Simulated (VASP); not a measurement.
Write the native input for VASP 6.6.1 that does the following.

```yaml
Task: single point
Functional: PBE
Potentials_or_basis: VASP PAW PBE potentials, release 64 (Mg, F)
Cutoff: 520 eV
k_mesh: 6 × 6 × 8
Occupations: gaussian, width 0.02 eV
Spin: no spin polarisation
Dipole_correction: no
Further_INCAR_settings: ALGO = Fast; EDIFF = 1e-06; NBANDS = 25
```

The structure of MgF2 lies in POSCAR:

```
MgF2
1.0
    4.6975810485      0.0000000000      0.0000000000
    0.0000000000      4.6975810485      0.0000000000
    0.0000000000      0.0000000000      3.0929919055
Mg F
2 4
Direct
    0.5000000000      0.5000000000      0.5000000000
    0.0000000000      0.0000000000      0.0000000000
    0.6964323178      0.6964323178      0.0000000000
    0.8035676822      0.1964323178      0.5000000000
    0.3035676822      0.3035676822      0.0000000000
    0.1964323178      0.8035676822      0.5000000000
```

The cell comes from a database or a generator and needn't be the stable form of this composition.

The cell isn't the ideal one: the same crystal in its conventional cell.

One way to write it, as run:

INCAR

```
SYSTEM = MgF2
PREC = Accurate
ENCUT = 520
EDIFF = 1E-6
ISMEAR = 0
SIGMA = 0.02
LREAL = .False.
LASPH = .True.
NELM = 100
ALGO = Fast
ISIF = 2
LWAVE = .False.
LCHARG = .True.
GGA = PE
LELF = .True.
LVHAR = .True.
NBANDS = 25
```

KPOINTS

```
Automatic mesh
0
Gamma
  6 6 8
  0 0 0
```

Potentials or basis: VASP PAW PBE potentials, release 64 (Mg, F).

Launch:

```console
$ cat potpaw_PBE.64/Mg/POTCAR potpaw_PBE.64/F/POTCAR > POTCAR
$ mpirun -np 1 vasp_std > vasp.out
```

It gave:

* Pressure: -0.7 GPa
* Band gap on the k mesh: 6.80 eV, direct

Wall time 88 s on 1 thread of Intel(R) Xeon(R) Platinum 8488C (Sapphire Rapids) (shared host), peak memory 0.21 GiB.
